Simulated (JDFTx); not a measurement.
**BaTe under changes of volume**

One of the cells (39.652 Å³/atom); the others are scaled copies at fixed shape and fractional positions:

```xyz
2
Lattice="0.0000 3.4100 3.4100 3.4100 0.0000 3.4100 3.4100 3.4100 0.0000" Properties=species:S:1:pos:R:3 pbc="T T T"
Ba    0.0000    0.0000    0.0000
Te    3.4100    3.4100    3.4100
```

* Program: JDFTx 1.7.0 (patched build)
* Functional: PBEsol
* Potentials or basis: PseudoDojo-SR-PBEsol-0.4.1-standard with smoothed tails
* Cutoff: 1088 eV
* Density cutoff: 8708 eV
* k mesh: 7 × 7 × 7
* Occupations: fermi-dirac, width 0.05 eV
* Spin: no spin polarisation

```csv
volume (Å³/atom),energy over the lowest point (meV/atom),pressure (GPa),gap on the mesh (eV)
37.273,?,?,?
38.066,44.76,3.9,1.23
38.859,27.64,3.0,1.28
39.652,15.02,2.1,1.34
40.445,6.47,1.3,1.38
41.238,1.58,0.6,1.43
42.031,0.00,0.0,1.47
```

Problem. What does the run at 37.273 Å³/atom give?

Solution. Energy over the lowest point 66.89 meV/atom; pressure 5.0 GPa; gap on the mesh 1.17 eV.

Worked out: A Birch-Murnaghan fit of order 3 (a polynomial in V^(-2/3)) to the other rows has its minimum at 42.04 Å³/atom, just outside them, with B0 = V·E''(V) = 32 GPa and B' = 4.4. It gives 66.88 meV/atom at 37.273 Å³/atom, against the run's 66.89, and -dE/dV = 5.0 GPa, against 5.0. A straight line through the other rows of the gap, of slope 2.44 eV per unit of ln V, extrapolates to 1.18 eV, against the run's 1.17.

Energies are extrapolated to zero smearing.

Caveats: this release of the barium file is off; spin-orbit coupling is left out, which moves the levels of the heavy elements; an odd mesh through Γ misses points on the zone boundary, where band edges often lie.
